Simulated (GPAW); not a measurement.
# WS2 (R3m) in GPAW: band structure with PBEsol

Aim: the band structure of WS2 with PBEsol.

Program: GPAW 26.7.0. These are calculated values, not measurements. Logs are shortened: lines on timing, memory, paths and dates and some standing lists are left out, and cuts for length are marked. The log counts tension as positive stress, the text compression.

### 1 The crystal as given

Symmetry: R3m, No. 160, trigonal system. Conventional cell: a = 3.158 Å, b = 3.158 Å, c = 18.490 Å, α = 90.00°, β = 90.00°, γ = 120.00°. W (site symmetry 3m) is surrounded by 6 S at 2.39 to 2.42 Å. Around S (site symmetry 3m) lie 3 W at 2.42 Å. S (site symmetry 3m) has 3 W at 2.39 Å as nearest neighbours.

Measurements of this composition are mostly on another form, of space group No. 194.

### 2 Band structure, PBEsol

run.py reads:

```python
from ase import Atoms
from ase.dft.bandgap import bandgap
from ase.io import write
from ase.units import GPa
from gpaw import GPAW, PW, setup_paths

setup_paths.insert(0, '.')

atoms = Atoms(['W', 'S', 'S'],
              cell=[[1.579, 0.9116360751, 6.1633333333],
                    [-1.579, 0.9116360751, 6.1633333333],
                    [0.0, -1.8232721501, 6.1633333333]],
              scaled_positions=[[0.0, 0.0, 0.0],
                                [0.581, 0.581, 0.581],
                                [0.7503, 0.7503, 0.7503]],
              pbc=True)

calc = GPAW(mode=PW(600),
            xc='PBEsol',
            kpts={'size': (7, 7, 7), 'gamma': True},
            occupations={'name': 'fermi-dirac', 'width': 0.05},
            nbands=25,
            convergence={'density': 1e-05, 'energy': 1e-05},
            maxiter=150,
            txt='gpaw.txt')
atoms.calc = calc
energy = atoms.get_potential_energy()
forces = atoms.get_forces()
stress = atoms.get_stress()
calc.write('gs.gpw')
write('result.traj', atoms)
print(f'Energy: {energy:.6f} eV')
print('Forces (eV/A):')
print(forces.round(4))
print('Stress (GPa):', (stress / GPa).round(3))
print('Fermi level:', round(calc.get_fermi_level(), 4), 'eV')
print(f'Gap: {bandgap(calc)[0]:.4f} eV, direct: {bandgap(calc, direct=True)[0]:.4f} eV')

path = atoms.cell.bandpath('GLB1,BZGX,QFP1Z,LP', npoints=60, eps=1e-4)
bs_calc = calc.fixed_density(kpts=path, symmetry='off', nbands=39,
                             convergence={'bands': 'CBM+6.0', 'eigenstates': 1e-6}, txt='bands.txt')
bs = bs_calc.band_structure()
bs.write('bs.json')
print(f'Gap on the path: {bandgap(bs_calc)[0]:.4f} eV')
```

Potentials or basis: PAW data sets generated in the run's folder for this functional, pw.

Command:

```console
$ gpaw-setup -f PBEsol S W
$ OMP_NUM_THREADS=1 python run.py
```

gpaw.txt:

```text
__  _  _
 | _ |_)|_||  |
 |__||  | ||/\| - 26.7.0

Input parameters:
  mode=PW(ecut=600.0),
  convergence={'density': 1e-05, 'energy': 1e-05},
  kpts=MonkhorstPack(size=(7, 7, 7), gamma=True),
  maxiter=150,
  nbands=25,
  occupations=Occupations(name='fermi-dirac', width=0.05),
  xc=XC(name='PBEsol')

Diagonalizing LCAO Hamiltonian
Converting LCAO to pw mode

       S

       S

       W

Atoms  # Å, Bohr magnetons
|   | symbol |        x |        y |         z |    initial magnetic moments |
|---|--------|----------|----------|-----------|-----------------------------|
| 0 |      W | 0.000000 | 0.000000 |  0.000000 | ( 0.0000,  0.0000,  0.0000) |
| 1 |      S | 0.000000 | 0.000000 | 10.742690 | ( 0.0000,  0.0000,  0.0000) |
| 2 |      S | 0.000000 | 0.000000 | 13.873047 | ( 0.0000,  0.0000,  0.0000) |

Unit cell  # Å
| periodic |         x |         y |        z |  lengths |    angles |
|----------|-----------|-----------|----------|----------|-----------|
|      yes |  1.579000 |  0.911636 | 6.163333 | 6.427363 | 28.442674 |
|      yes | -1.579000 |  0.911636 | 6.163333 | 6.427363 | 28.442674 |
|      yes |  0.000000 | -1.823272 | 6.163333 | 6.427363 | 28.442674 |

Number of symmetries: 6
Symmetry operations  # r_c * U_cc + t_c -> r_c
|   | kind |            matrix            |
|---|------|------------------------------|
| 0 |  E   |  1, 0, 0,  0, 1, 0,  0, 0, 1 |
| 1 |  σ   |  1, 0, 0,  0, 0, 1,  0, 1, 0 |
| 2 |  σ   |  0, 1, 0,  1, 0, 0,  0, 0, 1 |
| 3 |  C3  |  0, 1, 0,  0, 0, 1,  1, 0, 0 |
| 4 |  C3  |  0, 0, 1,  1, 0, 0,  0, 1, 0 |
| 5 |  σ   |  0, 0, 1,  0, 1, 0,  1, 0, 0 |

BZ-sampling:
  Number of BZ points: 343
  Number of IBZ points: 44

  Monkhorst-Pack size: [7, 7, 7]
  Monkhorst-Pack shift: [0, 0, 0]

K-points  # in reciprocal-cell coordinates
|     |                                coordinates |     weight |
|-----|--------------------------------------------|------------|
|   0 | (  0.00000000,   0.00000000,   0.00000000) | 0.00291545 |
|   1 | (  0.14285714,   0.00000000,  -0.14285714) | 0.01749271 |
|   2 | (  0.14285714,   0.00000000,   0.00000000) | 0.01749271 |
|   3 | (  0.14285714,   0.14285714,  -0.14285714) | 0.01749271 |
|   4 | (  0.14285714,   0.14285714,   0.00000000) | 0.01749271 |
|   5 | (  0.14285714,   0.14285714,   0.14285714) | 0.00583090 |
|   6 | (  0.28571429,  -0.14285714,  -0.14285714) | 0.01749271 |
|   7 | (  0.28571429,   0.00000000,  -0.28571429) | 0.01749271 |
|   8 | (  0.28571429,   0.00000000,  -0.14285714) | 0.03498542 |
|   9 | (  0.28571429,   0.00000000,   0.00000000) | 0.01749271 |
| ... |                                            |            |
|  43 | (  0.42857143,   0.42857143,   0.42857143) | 0.00583090 |

Plane wave coefficients: 1803
Cutoff: 600.0 eV

Spin-components: 1 (collinear spins)
Bands:           25
Projectors:      16
Spin-degeneracy: 2
Datatype:        complex128

Parallelization:
  kpt:    1
  domain: 1
  band:   1

Density:
  Valence electrons: 26.0
  Components: 1
  Grid points: [40 40 40]
  Charge: 0.0  # |e|

Potential:
  Grid points: [40 40 40]

species:
  W:
    name:    Tungsten
    Z:       74.0
    valence: 14
    core:    60
    charge:  0.0  # [|e|]
    compensation charges:
      type: gauss
      rc: 0.40  # [Å]
      lmax: 2
    cutoffs:
      filter: 2.36  # [Å]
      core: 3.02  # [Å]
    projectors
    | kind |    occ | energy [eV] | rcut [Å] |
    |------|--------|-------------|----------|
    |   5s |  2.000 |     -78.864 |    1.344 |
    |   6s |  2.000 |      -5.730 |    1.344 |
    |   5p |  6.000 |     -43.252 |    1.355 |
    |   6p |  0.000 |      -1.338 |    1.355 |
    |   5d |  4.000 |      -4.526 |    1.228 |
    |    d |        |      22.686 |    1.228 |

    Using partial waves for W as LCAO basis

  S:
    name:    Sulfur
    Z:       16.0
    valence: 6
    core:    10
    charge:  0.0  # [|e|]
    compensation charges:
      type: gauss
      rc: 0.24  # [Å]
      lmax: 2
    cutoffs:
      filter: 1.77  # [Å]
      core: 1.66  # [Å]
    projectors
    | kind |    occ | energy [eV] | rcut [Å] |
    |------|--------|-------------|----------|
    |   3s |  2.000 |     -17.192 |    0.974 |
    |   3p |  4.000 |      -6.978 |    0.979 |
    |    s |        |      10.020 |    0.974 |
    |    p |        |      20.234 |    0.979 |
    |    d |        |       0.000 |    0.900 |

    Using partial waves for S as LCAO basis

Reference energy: -460323.169833  # eV

eigensolver:
  PPCG
  Converge bands: occupied
  niter=2

density mixing:
  MSR1-Mixer
  Pratt-step length: 0.05
  Maximum mixing coefficient: 0.75
  Old densities: 10
  SVD Regularization: 0.005
  Good broyden scale: 1.0
  Trust region scale: 1.0
  Backstep threshold: 4.0
  History deletion threshold: 6.0
  Fourier metric: weight=20.0, sigma=0.015

occupation numbers:
  Fermi-Dirac:
    width: 0.0500  # eV

poisson solver:
  ecut: 4800.0  # eV

xc functional:
  name: PBEsol with 2 nearest neighbor stencil

convergence criteria:
- Maximum integral of absolute [dens]ity change: 1e-05 electrons / valence electron
- Maximum [total energy] change in last 3 cyles: 1e-05 eV / valence electron
- Maximum integral of absolute [eigenst]ate change: 4e-08 eV^2 / valence electron
maximum number of iterations: 150

SCF iterations
|iter     | |      energy | eigst |  dens |
|---------|-|-------------|-------|-------|
|iter:   1| |  -24.193007 | +0.20 |       |
|iter:   2| |  -24.143860 | -1.86 | -1.19 |
|iter:   3| |  -23.900449 | -1.74 | -1.23 |
|iter:   4| |  -23.917403 | -2.44 | -1.63 |
|iter:   5| |  -23.851994 | -3.08 | -1.66 |
|iter:   6| |  -23.851875 | -3.96 | -2.13 |
|iter:   7| |  -23.851903c| -5.24 | -3.02 |
|iter:   8| |  -23.851853c| -5.84 | -3.31 |
|iter:   9| |  -23.851852c| -7.17 | -3.77 |
|iter:  10| |  -23.851852c| -7.49c| -4.51 |
|iter:  11| |  -23.851852c| -8.30c| -5.29c|

Converged in 11 steps
Energy contributions relative to reference atoms: (reference = -460323.169833)

Energy contributions:
  Kinetic:          15.227729
  Coulomb:         -17.135939
  Zero:              0.148248
  External:          0.000000
  Xc:              -22.091890
  Entropy:          -0.000000
  Spinorbit:         0.000000
  ----------------------------
  Free energy:     -23.851852
  Extrapolated:    -23.851852

dipole moment: (0.000000, -0.000000, -51.672362)  # |e|*Ang

Fermi level: 9.247
Eigenvalues  # (at kpt = [0.000, 0.000, 0.000])
| band index |      eig [eV] | occ [0-2] |
|------------|---------------|-----------|
|          0 |       -65.652 |     2.000 |
|        ... |               |           |
|          5 |        -4.905 |     2.000 |
|          6 |         1.068 |     2.000 |
|          7 |         5.204 |     2.000 |
|          8 |         5.204 |     2.000 |
|          9 |         6.468 |     2.000 |
|         10 |         6.468 |     2.000 |
[... 8 lines left out ...]
|         19 |        17.128 |     0.000 |
|         20 |        18.627 |     0.000 |
|        ... |               |           |
|         24 |        21.464 |     0.000 |

Gap: 1.092 eV
Transition (v -> c):
  (s=0, k=43, n=12, [0.43, 0.43, 0.43]) -> (s=0, k=1, n=13, [0.14, 0.00, -0.14])
Direct/indirect transitions are different
Direct gap: 2.303 eV
Transition at: (s=0, k=43, n=12, [0.43, 0.43, 0.43])

Forces  # eV/Ang
|       x |        y |        z |
|---------|----------|----------|
| 0.00000 | -0.00000 | -0.60142 |  # W    0
| 0.00000 |  0.00000 |  0.36581 |  # S    1
| 0.00000 |  0.00000 |  0.23554 |  # S    2

Stress tensor  # eV/Ang^3
|        x |         y |         z |
|----------|-----------|-----------|
| 0.006668 |  0.000000 |  0.000000 |
| 0.000000 |  0.006668 | -0.000000 |
| 0.000000 | -0.000000 | -0.000077 |

# Writing to gs.gpw (mode='')
```

It took 3.7 min on 1 thread of Intel Xeon Platinum 8488C (Sapphire Rapids), shared host; peak memory 0.41 GiB.

Results:

```yaml
Free_energy: -23.8519 eV
Pressure: -0.7 GPa
Largest_force: 0.601 eV/Å
Band_gap_on_the_k_mesh: 1.09 eV, indirect (least direct gap 2.30 eV)
Band_gap_along_the_path: 0.97 eV, indirect (least direct gap 1.89 eV)
```

Forces on the atoms (eV/Å):
```
W    0.000  0.000 -0.601
S    0.000  0.000  0.366
S    0.000  0.000  0.236
```

Stress tensor (GPa, compression positive):
```
-1.07  0.00  0.00
 0.00 -1.07  0.00
 0.00  0.00  0.01
```

Levels at the corners of the path, in eV from the valence-band top:
| point | band 10 | band 11 | band 12 | band 13 | band 14 | band 15 | band 16 | band 17 |
| --- | --- | --- | --- | --- | --- | --- | --- | --- |
| Γ | -2.29 | -2.29 | -1.57 | -1.24 | 2.17 | 2.17 | 2.54 | 2.54 |
| L | -4.17 | -2.56 | -1.81 | -1.75 | 2.27 | 2.56 | 3.56 | 3.86 |
| B1 | -4.65 | -4.08 | -3.02 | -0.72 | 1.23 | 2.50 | 3.52 | 4.83 |
| B | -4.65 | -4.08 | -3.02 | -0.72 | 1.23 | 2.50 | 3.52 | 4.83 |
| Z | -3.57 | -2.26 | -2.26 | 0.00 | 2.29 | 2.29 | 2.38 | 2.38 |
| Γ | -2.29 | -2.29 | -1.57 | -1.24 | 2.17 | 2.17 | 2.54 | 2.54 |
| X | -4.66 | -4.01 | -3.06 | -0.70 | 1.20 | 2.51 | 3.47 | 4.88 |
| Q | -4.66 | -4.01 | -3.06 | -0.70 | 1.20 | 2.51 | 3.47 | 4.88 |
| F | -4.08 | -3.18 | -2.01 | -1.56 | 2.23 | 2.68 | 3.16 | 4.36 |
| P1 | -4.10 | -3.05 | -1.97 | -1.59 | 2.23 | 2.72 | 3.20 | 4.23 |
| Z | -3.57 | -2.26 | -2.26 | 0.00 | 2.29 | 2.29 | 2.38 | 2.38 |
| L | -4.17 | -2.56 | -1.81 | -1.75 | 2.27 | 2.56 | 3.56 | 3.86 |
| P | -4.10 | -3.05 | -1.97 | -1.59 | 2.23 | 2.72 | 3.20 | 4.23 |

Caveat: spin-orbit coupling is left out, which moves the levels of the heavy elements; the mesh misses the band edges, which the band path finds closer together; the program warned that so skewed a cell can give wrong results. Expect the measured gap to be larger: semilocal functionals such as PBEsol lack the derivative discontinuity.
